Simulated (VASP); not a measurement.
# CoSi (Pm-3m) in VASP: a series of runs, part 2 of 2

VASP 6.6.1.

## 5. Single point, PBEsol, collinear spin, ferromagnetic start

The input, INCAR:

```
ADDGRID = False
ALGO = Normal
EDIFF = 1E-7
ENCUT = 400
GGA = PS
ISIF = 2
ISMEAR = 1
ISPIN = 2
LASPH = True
LCHARG = False
LMAXMIX = 4
LORBIT = 11
LREAL = False
LWAVE = False
MAGMOM = 2 0
NELM = 100
PREC = Accurate
SIGMA = 0.15
```

The input, KPOINTS:

```
k-points
0
Gamma
  10 10 10
```

The input, POSCAR:

```
CoSi
1.0
    2.7813340000      0.0000000000      0.0000000000
    0.0000000000      2.7813340000      0.0000000000
    0.0000000000      0.0000000000      2.7813340000
Co Si
1 1
Direct
    0.0000000000      0.0000000000      0.0000000000
    0.5000000000      0.5000000000      0.5000000000
```

Potentials or basis: VASP PAW PBE potentials, release 64 (Co, Si).

Command:

```
$ cat potpaw_PBE.64/Co/POTCAR potpaw_PBE.64/Si/POTCAR > POTCAR
$ mpirun -np 1 vasp_std > vasp.out
```

OUTCAR:

```text
EDIFF = 1E-7
   ENCUT = 400
   GGA = PS
   ISIF = 2
   ISMEAR = 1
   ISPIN = 2
   LASPH = True
   LORBIT = 11
   LREAL = False
   NELM = 100
   PREC = Accurate

 Found     56 irreducible k-points:

 Following reciprocal coordinates:
            Coordinates               Weight
  0.000000  0.000000  0.000000      1.000000
  0.100000  0.000000  0.000000      6.000000
  0.200000  0.000000  0.000000      6.000000
  0.300000  0.000000  0.000000      6.000000
  0.400000  0.000000  0.000000      6.000000
  0.500000  0.000000  0.000000      3.000000
   k-points           NKPTS =     56   k-points in BZ     NKDIM =     56   number of bands    NBANDS=     11
   number of dos      NEDOS =    301   number of ions     NIONS =      2
   total plane-waves  NPLWV =   5832
   dimension x,y,z NGX =    18 NGY =   18 NGZ =   18
   dimension x,y,z NGXF=    36 NGYF=   36 NGZF=   36
   ions per type =               1   1
   NGX,Y,Z   is equivalent  to a cutoff of  10.76, 10.76, 10.76 a.u.
   NGXF,Y,Z  is equivalent  to a cutoff of  21.52, 21.52, 21.52 a.u.
 SYSTEM =  unknown system
   PREC   = accura    normal or accurate (medium, high low for compatibility)
   ISTART =      0    job   : 0-new  1-cont  2-samecut
   ICHARG =      2    charge: 1-file 2-atom 10-const
   ISPIN  =      2    spin polarized calculation?
   LNONCOLLINEAR =      F non collinear calculations
   LSORBIT =      F    spin-orbit coupling
   LASPH  =      T    aspherical Exc in radial PAW
   ENCUT  =  400.0 eV  29.40 Ry    5.42 a.u.   4.54  4.54  4.54*2*pi/ulx,y,z
   NELM   =    100;   NELMIN=  2; NELMDL= -5     # of ELM steps
   EDIFF  = 0.1E-06   stopping-criterion for ELM
   LREAL  =      F    real-space projection
   EDIFFG = 0.1E-05   stopping-criterion for IOM
   NSW    =      0    number of steps for IOM
   IBRION =     -1    ionic relax: 0-MD 1-quasi-New 2-CG
   NFREE  =      0    steps in history (QN), initial steepest desc. (CG)
   ISIF   =      2    stress and relaxation
   ISYM   =      2    0-nonsym 1-usesym 2-fastsym
   POTIM  = 0.5000    time-step for ionic-motion
   TEBEG  =    0.0;   TEEND  =   0.0 temperature during run
   PSTRESS=    0.0 pullay stress
   NELECT =      13.0000    total number of electrons
   NUPDOWN=      -1.0000    fix difference up-down
   EMIN   =  10.00;   EMAX   =-10.00  energy-range for DOS
   EFERMI =   0.00;   METHOD = LEGACY
   ISMEAR =     1;   SIGMA  =   0.15  broadening in eV -4-tet -1-fermi 0-gaus
   EFERMI_NEDOS =   21; number of points for ismear=-14 and -15
   IALGO  =     38    algorithm
[... 121 lines left out ...]
     10      20.7879      0.00000
     11      22.1369      0.00000

 [... further k-points ...]

 spin component 2

 k-point     1 :       0.0000    0.0000    0.0000
  band No.  band energies     occupation
      1      -1.5040      1.00000
      2       9.1478      1.00000
      3       9.1478      1.00000
      4      11.5414      1.00000
      5      11.5414      1.00000
      6      11.5414      1.00000
      7      15.7341     -0.00000
      8      15.7341     -0.00000
      9      15.7341     -0.00000
     10      20.4442      0.00000
     11      20.4442      0.00000
[... 57 lines left out ...]
 k-point     6 :       0.5000    0.0000    0.0000
  band No.  band energies     occupation
      1       2.3805      1.00000
      2       3.9394      1.00000
      3       9.9844      1.00000
      4      10.2192      1.00000
      5      10.2192      1.00000
      6      11.6981      1.00000
      7      12.7870      0.26593
      8      19.4070      0.00000
      9      20.8896      0.00000
     10      20.8896      0.00000
     11      22.1766      0.00000

 [... further k-points ...]

------------------------ aborting loop because EDIFF is reached ----------------------------------------

  FORCE on cell =-STRESS in cart. coord.  units (eV):
  Direction    XX          YY          ZZ          XY          YZ          ZX
  --------------------------------------------------------------------------------------
  -------------------------------------------------------------------------------------
  Total       -0.8871077     -0.8871077     -0.8871077     -0.0000000     -0.0000000      0.0000000
  in kB      -66.0583187    -66.0583187    -66.0583187     -0.0000000     -0.0000000      0.0000000
  external PRESSURE =     -66.0583187 kB  Pullay stress =       0.0000000 kB

 VOLUME and BASIS-vectors are now :
 -----------------------------------------------------------------------------
  energy-cutoff  :      400.00
  volume of cell :       21.52
      direct lattice vectors                 reciprocal lattice vectors
     2.781334000  0.000000000  0.000000000     0.359539703  0.000000000  0.000000000
     0.000000000  2.781334000  0.000000000     0.000000000  0.359539703  0.000000000
     0.000000000  0.000000000  2.781334000     0.000000000  0.000000000  0.359539703

 POSITION                                       TOTAL-FORCE (eV/Angst)
 -----------------------------------------------------------------------------------
      0.00000      0.00000      0.00000         0.000000      0.000000      0.000000
      1.39067      1.39067      1.39067         0.000000      0.000000      0.000000
 -----------------------------------------------------------------------------------
    total drift:                               -0.000000     -0.000000      0.000000

  FREE ENERGIE OF THE ION-ELECTRON SYSTEM (eV)
  ---------------------------------------------------
  free  energy   TOTEN  =       -14.5396489464 eV

  energy  without entropy=      -14.5367959412  energy(sigma->0) =      -14.53869794

 total charge

# of ion       s       p       d       tot
------------------------------------------
    1        0.441   0.591   7.582   8.614
    2        0.710   0.862   0.000   1.572
--------------------------------------------------
tot          1.152   1.452   7.582  10.186

 magnetization (x)

# of ion       s       p       d       tot
------------------------------------------
    1        0.008   0.002   0.521   0.531
    2        0.002   0.011   0.000   0.012
--------------------------------------------------
tot          0.009   0.013   0.521   0.544
```

OSZICAR:

```text
N       E                     dE             d eps       ncg     rms          rms(c)
DAV:   1     0.336102294496E+02    0.33610E+02   -0.47173E+03  2600   0.990E+02
DAV:   2    -0.146141821910E+02   -0.48224E+02   -0.44570E+02  2488   0.187E+02
DAV:   3    -0.160831326151E+02   -0.14690E+01   -0.14345E+01  2975   0.387E+01
DAV:   4    -0.161087255382E+02   -0.25593E-01   -0.25505E-01  2889   0.459E+00
DAV:   5    -0.161094102421E+02   -0.68470E-03   -0.68465E-03  2951   0.803E-01    0.158E+01
DAV:   6    -0.190902409696E+02   -0.29808E+01   -0.54544E+01  2850   0.126E+02    0.180E+01
DAV:   7    -0.145500640388E+02    0.45402E+01   -0.25678E+01  2926   0.846E+01    0.268E+00
DAV:   8    -0.145568907514E+02   -0.68267E-02   -0.50483E-01  2827   0.601E+00    0.148E+00
DAV:   9    -0.145408140927E+02    0.16077E-01   -0.40145E-02  3142   0.313E+00    0.544E-01
DAV:  10    -0.145398803992E+02    0.93369E-03   -0.87633E-04  3409   0.311E-01    0.198E-01
DAV:  11    -0.145396463392E+02    0.23406E-03   -0.18458E-04  2855   0.169E-01    0.896E-02
DAV:  12    -0.145396588355E+02   -0.12496E-04   -0.86709E-05  3434   0.118E-01    0.328E-02
DAV:  13    -0.145396507221E+02    0.81134E-05   -0.19922E-06  2802   0.161E-02    0.140E-02
DAV:  14    -0.145396499182E+02    0.80394E-06   -0.66415E-07  2623   0.103E-02    0.700E-03
DAV:  15    -0.145396489733E+02    0.94488E-06   -0.13927E-06  3147   0.138E-02    0.162E-03
DAV:  16    -0.145396489464E+02    0.26943E-07   -0.39414E-08  1442   0.210E-03
   1 F= -.14539649E+02 E0= -.14538698E+02  d E =-.285301E-02  mag=     0.5339
```

stdout:

```text
POSCAR found type information on POSCAR CoSi
 POSCAR found :  2 types and       2 ions
 scaLAPACK will be used
 -----------------------------------------------------------------------------
|                                                                             |
|                                                                             |
|     You enforced a specific xc type in the INCAR file but a different       |
|     I HOPE YOU KNOW WHAT YOU ARE DOING!                                     |
|                                                                             |
 -----------------------------------------------------------------------------

 LDA part: xc-table for (Slater+PW92), standard interpolation
 POSCAR, INCAR and KPOINTS ok, starting setup
 FFT: planning ... GRIDC
 FFT: planning ... GRID_SOFT
 FFT: planning ... GRID
 WAVECAR not read
 entering main loop
```

Run time: 8.2 s. Hardware: 1 thread of Intel Xeon 6975P-C (Granite Rapids), shared host; peak memory 0.13 GiB.

The run converged, but some of its settings lie outside the range that counts as converged, so its numbers aren't taken as properties of the crystal.

Results:

* Free energy: -14.5396 eV
* Pressure: -6.6 GPa
* Band gap on the k mesh: none (metal or under the smearing width)
* Net moment: 0.53 μB per cell
* Site moments: Co +0.53; Si +0.01 μB
* Valence electrons inside the program's atomic spheres: Co 8.61; Si 1.57

Caveat: the PAW data sets were made with another functional, which shifts forces and pressure a little.

## 6. Single point, PBEsol, collinear spin, ferromagnetic start

INCAR, as its differences from that of step 5:

```diff
@@ -3,3 +3,3 @@
 EDIFF = 1E-7
-ENCUT = 400
+ENCUT = 300
 GGA = PS
```

The input, KPOINTS:

```
k-points
0
Gamma
  12 12 12
```

POSCAR is that of step 5.

Potentials or basis: VASP PAW PBE potentials, release 64 (Co, Si).

Command:

```
$ cat potpaw_PBE.64/Co/POTCAR potpaw_PBE.64/Si/POTCAR > POTCAR
$ mpirun -np 1 vasp_std > vasp.out
```

Run time: 5.9 s. Hardware: 1 thread of Intel Xeon 6975P-C (Granite Rapids), shared host; peak memory 0.13 GiB.

The run converged, but some of its settings lie outside the range that counts as converged, so its numbers aren't taken as properties of the crystal.

What came out:

| Property | Result |
| --- | --- |
| Free energy | -14.5309 eV |
| Band gap on the k mesh | none (metal or under the smearing width) |
| Net moment | 0.53 μB per cell |
| Site moments | Co +0.53; Si +0.01 μB |
| Valence electrons inside the program's atomic spheres | Co 8.60; Si 1.57 |

Caveat: the cutoff is under 1.25 times the usual one of these potentials, so pressure, stress and relaxed cells hold a basis-set (Pulay) error; the PAW data sets were made with another functional, which shifts forces and pressure a little.

## 7. The reference run

An earlier run on the cell as given: functional PBE; potentials or basis VASP PAW PBE potentials, release 64 (Co, Si); cutoff 520 eV; k mesh 10 × 10 × 10; occupations fermi-dirac, width 0.05 eV; collinear spin, ferromagnetic start; starting moments [2.0, 0.0] μB.

- Pressure: 0.6 GPa
- Band gap on the k mesh: none (metal or under the smearing width)
- Net moment: 0.54 μB per cell
- Site moments: Co +0.54; Si +0.01 μB
- Valence electrons inside the program's atomic spheres: Co 8.61; Si 1.57
